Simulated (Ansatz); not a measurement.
Relaxed ZrO2 (baddeleyite type, space group P2_1/c):

```
ZrO2
1.0
    5.18987     0.00000     0.00000
    0.00000     5.24188     0.00000
   -0.90466     0.00000     5.30184
Zr O
4 8
Direct
  0.27576   0.04379   0.21002
  0.72424   0.54379   0.28998
  0.72424   0.95621   0.78998
  0.27576   0.45621   0.71002
  0.06497   0.32630   0.35005
  0.93503   0.82630   0.14995
  0.93503   0.67370   0.64995
  0.06497   0.17370   0.85005
  0.45100   0.75674   0.47552
  0.54900   0.25674   0.02448
  0.54900   0.24326   0.52448
  0.45100   0.74326   0.97552
```

A phonon eigenvector at Γ is frozen into this cell: atom i moves by Q times the vector below, so Q is the largest atomic displacement, in Å. The cell is held.

```tsv
atom	x	y	z
Zr1	-0.262	0.022	-0.088
Zr2	-0.262	-0.022	-0.088
Zr3	-0.262	0.022	-0.088
Zr4	-0.262	-0.022	-0.088
O5	0.667	0.363	0.650
O6	0.667	-0.363	0.650
O7	0.667	0.363	0.650
O8	0.667	-0.363	0.650
O9	0.827	-0.527	-0.150
O10	0.827	0.527	-0.150
O11	0.827	-0.527	-0.150
O12	0.827	0.527	-0.150
```

Level of theory: PBE (plane waves to 420 eV, PAW, scalar-relativistic; Ansatz, a first-principles code). k mesh 5×5×5 (Γ-centred), Fermi-Dirac smearing 0.05 eV. ZrO2 is run without spin polarisation. ZrO2 was relaxed with its symmetry unable to fall. 

| Q (Å) | −dE/dQ from forces (eV/Å) |
|---|---|
| -0.280 | 20.681 |
| -0.233 | 15.525 |
| -0.187 | 11.303 |
| -0.140 | 7.827 |
| -0.093 | 4.909 |
| -0.047 | 2.362 |
| 0.000 | 0.000 |
| 0.047 | -2.362 |
| 0.093 | -4.909 |
| 0.140 | -7.827 |
| 0.187 | -11.303 |
| 0.233 | -15.525 |
| 0.280 | -20.681 |

What harmonic wavenumber does the curvature at Q = 0 give?

296 cm⁻¹. E″ = 49.96 eV/Å², M = Σ mᵢ|uᵢ|² = 155.1 u, ν̃ = 521.5·√(|E″|/M).

(A displaced cell: forces are minus the slopes of the energy, force constants its curvatures, and phonons follow from these.)
